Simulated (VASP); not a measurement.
# CaO (P6_3/mmc) in VASP: single point with PBEsol

Aim: the single point of CaO with PBEsol.

All numbers are computed with VASP 6.6.1; they aren't measurements. Logs are shortened: lines on timing, memory, paths and dates and some standing lists are left out, and cuts for length are marked.

## 1. Starting point

It takes space group P6_3/mmc (No. 194, hexagonal). Conventional cell: a = 3.956 Å, b = 3.956 Å, c = 4.743 Å, α = 90.00°, β = 90.00°, γ = 120.00°. Ca (site symmetry -6m2) is surrounded by 5 O at 2.28 to 2.37 Å. O (site symmetry -6m2) is surrounded by 5 Ca at 2.28 to 2.37 Å.

The cell comes from a database or a generator and needn't be the stable form of this composition.

## 2. Single point, PBEsol

File INCAR:

```
PREC     = Accurate       # precision mode
ENCUT    = 520            # plane-wave cutoff, eV
EDIFF    = 1E-7           # SCF threshold, eV
ISMEAR   = 0              # smearing method
SIGMA    = 0.02           # smearing width, eV
LREAL    = False          # projectors in reciprocal space
LASPH    = True           # aspherical terms in the spheres
NELM     = 100            # most SCF steps
ALGO     = Normal         # electronic algorithm
ISIF     = 2              # what is computed and relaxed
LWAVE    = False          # write WAVECAR
LCHARG   = False          # write CHGCAR
GGA      = PS             # functional
NBANDS   = 24             # bands
```

File KPOINTS:

```
regular mesh
0
Gamma
  9 9 6
```

File POSCAR:

```
CaO
1.0
    3.9563110523      0.0000000000      0.0000000000
   -1.9781555261      3.4262658765      0.0000000000
    0.0000000000      0.0000000000      4.7431805672
Ca O
2 2
Direct
    0.3333333333      0.6666666667      0.7500000000
    0.6666666667      0.3333333333      0.2500000000
    0.3333333333      0.6666666667      0.2500000000
    0.6666666667      0.3333333333      0.7500000000
```

Potentials or basis: VASP PAW PBE potentials, release 64 (Ca_sv, O).

Started as:

```
> cat potpaw_PBE.64/Ca_sv/POTCAR potpaw_PBE.64/O/POTCAR > POTCAR
> mpirun -np 1 vasp_std > vasp.out
```

OUTCAR:

```text
PREC = Accurate
   ENCUT = 520
   EDIFF = 1E-7
   ISMEAR = 0
   LREAL = False
   LASPH = True
   NELM = 100
   ISIF = 2
   GGA = PS

 ion  position               nearest neighbor table
   1  0.333  0.667  0.750-   4 2.28   4 2.28   4 2.28   3 2.37   3 2.37
   2  0.667  0.333  0.250-   3 2.28   3 2.28   3 2.28   4 2.37   4 2.37
   3  0.333  0.667  0.250-   2 2.28   2 2.28   2 2.28   1 2.37   1 2.37
   4  0.667  0.333  0.750-   1 2.28   1 2.28   1 2.28   2 2.37   2 2.37

  LATTYP: Found a hexagonal cell.
 ALAT       =     3.9563110523
 C/A-ratio  =     1.1988896991

  Lattice vectors:

 A1 = (   3.9563110523,   0.0000000000,   0.0000000000)
 A2 = (  -1.9781555261,   3.4262658765,   0.0000000000)
 A3 = (   0.0000000000,   0.0000000000,   4.7431805672)

Analysis of symmetry for initial positions (statically):
=====================================================================
 Subroutine PRICEL returns:
 Original cell was already a primitive cell.

 Routine SETGRP: Setting up the symmetry group for a
 hexagonal supercell.

 Subroutine GETGRP returns: Found 24 space group operations
 (whereof 12 operations were pure point group operations)
 out of a pool of 24 trial point group operations.

The static configuration has the point symmetry D_3d.
 The point group associated with its full space group is D_6h.

Analysis of symmetry for dynamics (positions and initial velocities):
=====================================================================
 Subroutine PRICEL returns:
 Original cell was already a primitive cell.

 Routine SETGRP: Setting up the symmetry group for a
 hexagonal supercell.

 Subroutine GETGRP returns: Found 24 space group operations
 (whereof 12 operations were pure point group operations)
 out of a pool of 24 trial point group operations.

The dynamic configuration has the point symmetry D_3d.
 The point group associated with its full space group is D_6h.

 Subroutine INISYM returns: Found 24 space group operations
 (whereof 12 operations are pure point group operations),
 and found     1 'primitive' translations

----------------------------------------------------------------------------------------

                                     Primitive cell

  volume of cell :      64.2956

  direct lattice vectors                    reciprocal lattice vectors
     3.956311052  0.000000000  0.000000000     0.252760712  0.145931465  0.000000000
    -1.978155526  3.426265877  0.000000000     0.000000000  0.291862931  0.000000000
     0.000000000  0.000000000  4.743180567     0.000000000  0.000000000  0.210828997

  length of vectors
     3.956311052  3.956311052  4.743180567     0.291862931  0.291862931  0.210828997

  position of ions in fractional coordinates (direct lattice)
     0.333333333  0.666666667  0.750000000
     0.666666667  0.333333333  0.250000000
     0.333333333  0.666666667  0.250000000
     0.666666667  0.333333333  0.750000000

  ion indices of the primitive-cell ions
   primitive index   ion index
                 1           1
                 2           2
                 3           3
                 4           4

----------------------------------------------------------------------------------------

 KPOINTS: regular mesh

Automatic generation of k-mesh.
 Grid dimensions read from file:
 generate k-points for:    9    9    6

 Generating k-lattice:

  Cartesian coordinates                     Fractional coordinates (reciprocal lattice)
     0.028084524  0.016214607  0.000000000     0.111111111  0.000000000  0.000000000
     0.000000000  0.032429215  0.000000000     0.000000000  0.111111111  0.000000000
     0.000000000  0.000000000  0.035138166     0.000000000  0.000000000  0.166666667

  Length of vectors
     0.032429215  0.032429215  0.035138166

  Shift w.r.t. Gamma in fractional coordinates (k-lattice)
     0.000000000  0.000000000  0.000000000

 Subroutine IBZKPT returns following result:
 ===========================================

 Found     48 irreducible k-points:

 Following reciprocal coordinates:
            Coordinates               Weight
  0.000000  0.000000  0.000000      1.000000
  0.111111  0.000000  0.000000      6.000000
  0.222222 -0.000000  0.000000      6.000000
  0.333333  0.000000  0.000000      6.000000
  0.444444 -0.000000  0.000000      6.000000
  0.111111  0.111111  0.000000      6.000000
[... 16 lines left out ...]
  0.333333  0.222222  0.166667     24.000000
  0.333333  0.333333  0.166667      4.000000
 [... further k-points ...]
   k-points           NKPTS =     48   k-points in BZ     NKDIM =     48   number of bands    NBANDS=     24
   number of dos      NEDOS =    301   number of ions     NIONS =      4
   total plane-waves  NPLWV =  32400
   dimension x,y,z NGX =    30 NGY =   30 NGZ =   36
   dimension x,y,z NGXF=    60 NGYF=   60 NGZF=   72
   ions per type =               2   2
   NGX,Y,Z   is equivalent  to a cutoff of  12.61, 12.61, 12.62 a.u.
   NGXF,Y,Z  is equivalent  to a cutoff of  25.21, 25.21, 25.24 a.u.
 SYSTEM =  unknown system
   PREC   = accura    normal or accurate (medium, high low for compatibility)
   ISTART =      0    job   : 0-new  1-cont  2-samecut
   ICHARG =      2    charge: 1-file 2-atom 10-const
   ISPIN  =      1    spin polarized calculation?
   LNONCOLLINEAR =      F non collinear calculations
   LSORBIT =      F    spin-orbit coupling
   LASPH  =      T    aspherical Exc in radial PAW
   ENCUT  =  520.0 eV  38.22 Ry    6.18 a.u.   7.36  7.36  8.82*2*pi/ulx,y,z
   NELM   =    100;   NELMIN=  2; NELMDL= -5     # of ELM steps
   EDIFF  = 0.1E-06   stopping-criterion for ELM
   LREAL  =      F    real-space projection
   EDIFFG = 0.1E-05   stopping-criterion for IOM
   NSW    =      0    number of steps for IOM
   IBRION =     -1    ionic relax: 0-MD 1-quasi-New 2-CG
   NFREE  =      0    steps in history (QN), initial steepest desc. (CG)
   ISIF   =      2    stress and relaxation
   ISYM   =      2    0-nonsym 1-usesym 2-fastsym
   POTIM  = 0.5000    time-step for ionic-motion
   TEBEG  =    0.0;   TEEND  =   0.0 temperature during run
   PSTRESS=    0.0 pullay stress
   NELECT =      32.0000    total number of electrons
   NUPDOWN=      -1.0000    fix difference up-down
   EMIN   =  10.00;   EMAX   =-10.00  energy-range for DOS
   EFERMI =   0.00;   METHOD = LEGACY
   ISMEAR =     0;   SIGMA  =   0.02  broadening in eV -4-tet -1-fermi 0-gaus
   EFERMI_NEDOS =   21; number of points for ismear=-14 and -15
   IALGO  =     38    algorithm
   IMIX   =      4    mixing-type and parameters
     AMIX     =   0.40;   BMIX     =  1.00
     AMIX_MAG =   1.60;   BMIX_MAG =  1.00
  volume/ion in A,a.u.               =      16.07       108.47
  Fermi-wavevector in a.u.,A,eV,Ry     =   1.297372  2.451677 22.900966  1.683173
  Thomas-Fermi vector in A             =   2.428768
   LORBIT       =      0    0 simple, 1 ext, 2 COOP (PROOUT), +10 PAW based schemes
   GGA     = PS    functional components
   LHFCALC =     F    Hartree Fock is set to
   AEXX    =    0.0000 exact exchange contribution
   IVDW    =     0    specifies the selected vdW correction
   LEPSILON=     F    determine dielectric tensor
   LRPA    =     F    only Hartree local field effects (RPA)
 non-spin polarized calculation
 Gauss-broadening in eV      SIGMA  =   0.02
  energy-cutoff  :      520.00
  volume of cell :       64.30
 maximum number of plane-waves:      1757
 NGX is ok and might be reduce to    30
   NGX = 15   NGY = 15   NGZ = 17

 number of electron      31.9999983 magnetization

 Free energy of the ion-electron system (eV)
  ---------------------------------------------------
  ext. energy  EPLUGINS =         0.00000000
  ---------------------------------------------------
  free energy    TOTEN  =       -26.46120061 eV

  energy without entropy =      -26.46120061  energy(sigma->0) =      -26.46120061

 E-fermi :   1.5261     XC(G=0):  -9.7652

 val. band max:        1.3245552448   @ k =   0.0000   0.0000   0.0000
 cond. band min:       4.4476702422   @ k =   0.0000   0.0000   0.0000
 fundamental gap:      3.1231149974
 Fermi energy:         1.5260967744

 k-point     1 :       0.0000    0.0000    0.0000
  band No.  band energies     occupation
      1     -35.9836      2.00000
      2     -35.8316      2.00000
      3     -17.4551      2.00000
      4     -17.1765      2.00000
      5     -17.1765      2.00000
      6     -16.9555      2.00000
[... 16 lines left out ...]
     23       9.8930      0.00000
     24      10.0495      0.00000

 k-point     2 :       0.1111    0.0000    0.0000
  band No.  band energies     occupation
      1     -35.9777      2.00000
      2     -35.8338      2.00000
      3     -17.4363      2.00000
      4     -17.2404      2.00000
      5     -17.1888      2.00000
      6     -17.0347      2.00000
[... 16 lines left out ...]
     23       9.6742      0.00000
     24       9.9570      0.00000

 k-point     3 :       0.2222   -0.0000    0.0000
  band No.  band energies     occupation
      1     -35.9617      2.00000
      2     -35.8408      2.00000
      3     -17.3921      2.00000
      4     -17.3836      2.00000
      5     -17.2181      2.00000
      6     -17.2142      2.00000
[... 16 lines left out ...]
     23       9.7073      0.00000
     24       9.7959      0.00000

 k-point     4 :       0.3333    0.0000    0.0000
  band No.  band energies     occupation
      1     -35.9399      2.00000
      2     -35.8522      2.00000
      3     -17.5507      2.00000
      4     -17.3909      2.00000
      5     -17.3087      2.00000
      6     -17.2493      2.00000
[... 16 lines left out ...]
     23       9.6700      0.00000
     24       9.8505      0.00000

 k-point     5 :       0.4444   -0.0000    0.0000
  band No.  band energies     occupation
      1     -35.9208      2.00000
      2     -35.8645      2.00000
      3     -17.6481      2.00000
      4     -17.4942      2.00000
      5     -17.2688      2.00000
      6     -17.2388      2.00000
[... 451 lines left out ...]
 k-point    22 :       0.2222    0.2222    0.1667
  band No.  band energies     occupation
      1     -35.9230      2.00000
      2     -35.8639      2.00000
      3     -17.7020      2.00000
      4     -17.5955      2.00000
      5     -17.2767      2.00000
      6     -17.1328      2.00000
[... 16 lines left out ...]
     23       9.7747      0.00000
     24      10.3594      0.00000

 k-point    23 :       0.3333    0.2222    0.1667
  band No.  band energies     occupation
      1     -35.9058      2.00000
      2     -35.8758      2.00000
      3     -17.7404      2.00000
      4     -17.6736      2.00000
      5     -17.3144      2.00000
      6     -17.0771      2.00000
[... 16 lines left out ...]
     23       9.8628      0.00000
     24      10.3353      0.00000

 k-point    24 :       0.3333    0.3333    0.1667
  band No.  band energies     occupation
      1     -35.8899      2.00000
      2     -35.8899      2.00000
      3     -17.7202      2.00000
      4     -17.7202      2.00000
      5     -17.3405      2.00000
      6     -17.0158      2.00000
[... 16 lines left out ...]
     23       9.9683      0.00000
     24      10.3322      0.00000

 [... further k-points ...]
[... 5 lines left out ...]
  --------------------------------------------------------------------------------------
  -------------------------------------------------------------------------------------
  Total        0.2113849      0.2113849      0.2342596      0.0000000      0.0000000      0.0000000
  in kB        5.2674872      5.2674872      5.8374991      0.0000000      0.0000000      0.0000000
  external PRESSURE =       5.4574911 kB  Pullay stress =       0.0000000 kB

 VOLUME and BASIS-vectors are now :
 -----------------------------------------------------------------------------
  energy-cutoff  :      520.00
  volume of cell :       64.30
      direct lattice vectors                 reciprocal lattice vectors
     3.956311052  0.000000000  0.000000000     0.252760712  0.145931465  0.000000000
    -1.978155526  3.426265877  0.000000000     0.000000000  0.291862931  0.000000000
     0.000000000  0.000000000  4.743180567     0.000000000  0.000000000  0.210828997

 POSITION                                       TOTAL-FORCE (eV/Angst)
 -----------------------------------------------------------------------------------
     -0.00000      2.28418      3.55739        -0.000000      0.000000      0.000000
      1.97816      1.14209      1.18580         0.000000     -0.000000      0.000000
     -0.00000      2.28418      1.18580        -0.000000      0.000000      0.000000
      1.97816      1.14209      3.55739         0.000000     -0.000000      0.000000
 -----------------------------------------------------------------------------------
    total drift:                               -0.000000      0.000000     -0.000000

  FREE ENERGIE OF THE ION-ELECTRON SYSTEM (eV)
  ---------------------------------------------------
  free  energy   TOTEN  =       -26.4612006052 eV

  energy  without entropy=      -26.4612006052  energy(sigma->0) =      -26.46120061
```

It took 42 s on 1 thread of Intel Xeon 6975P-C (Granite Rapids), shared host; peak memory 0.22 GiB.

What came out:

| Item | Value |
| --- | --- |
| Free energy | -26.4612 eV |
| Pressure | 0.5 GPa |
| Band gap on the k mesh | 3.12 eV, direct |

Caveat: the PAW data sets were made with another functional, which shifts forces and pressure a little; an odd mesh through Γ misses points on the zone boundary, where band edges often lie. A hybrid or GW would open this gap; PBEsol tends to underestimate it.
